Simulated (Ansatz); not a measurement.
**CdTe: how the settings move a single-point run**

How sensitive is a single-point run of CdTe to its settings? A reference run comes first, then one run with altered input.

The COD entry's cell or inner coordinates are ideal or old and differ from later refinements, so a difference from it is no clean test against experiment.

Method: reference: DFT, PBE, all-electron LAPW, scalar-relativistic, in Ansatz 0.2.0.

## 1. Starting point

Symmetry: I-4m2, No. 119, tetragonal system. Conventional cell: a = 4.579 Å, b = 4.579 Å, c = 6.282 Å, α = 90.00°, β = 90.00°, γ = 90.00°. Cd (site symmetry -4m2) is surrounded by 4 Te at 2.78 Å. Around Te (site symmetry -4m2) lie 4 Cd at 2.78 Å.

Structure file:

```
CELL_PARAMETERS angstrom
0.00000 3.23754 3.14090
3.23754 0.00000 3.14090
3.23754 3.23754 0.00000
ATOMIC_POSITIONS crystal
Cd 0.00000 0.00000 0.00000
Te 0.75000 0.75000 0.75000
```

## 2. The reference run

Contents of input.yaml:

```yaml
crystal:
  lattice:
    - [0.0, 3.2375389054, 3.1409]
    - [3.2375389054, 0.0, 3.1409]
    - [3.2375389054, 3.2375389054, 0.0]
  atoms:
    - { symbol: Cd, position: [0.0, 0.0, 0.0] }
    - { symbol: Te, position: [0.75, 0.75, 0.75] }
kpoints:
  mp_grid: { grid: [9, 9, 9] }
scf:
  occupations: { method: fermi_dirac, width: 0.08 }
hamiltonian:
  xc: pbe
  pseudopotentials: { kind: all_electron, lapw: { basis_error: 0.001 } }
output:
  forces: true
  stress: true
  eigenvalues: true
```

The run is started by

```console
$ ansatz run input.yaml --threads 1 --pin off --max-ram 2048MiB --backend cpu --events-out ev --progress --plain --runs-dir out
```

## 3. Variant: xc_grid 4

input.yaml, as its differences from that of step 2:

```diff
@@ -19 +19,3 @@
   eigenvalues: true
+basis:
+  xc_grid: 4
```

**Question.** What will these runs give? Wanted: for each run, ending; energy change; pressure; gap; force.

As calculated:

```
         run     ending  energy change  pressure (GPa)  gap (eV)  force (eV/Å)  cycles  time
   reference  converged              0             4.2      0.81          0.00       7  39 s
1: xc_grid 4  converged   0.0 meV/atom             4.2      0.81          0.00       7  41 s
```

Residual by cycle in the longest SCF loop of each run; runs are numbered as in the table. The quantity is the density residual dr2, in eV.

```
cycle  reference    run 1
    1      0.562    0.562
    2     0.0216   0.0216
    3     0.0088   0.0088
    4    0.00127  0.00127
    5     2.5e-5   2.5e-5
    6     8.6e-7   8.6e-7
    7     1.5e-8   1.5e-8
```

The changed input (numerical grids) leaves the energy the same to the digits printed. The gap of the reference lacks spin-orbit coupling, though the cell holds Te.
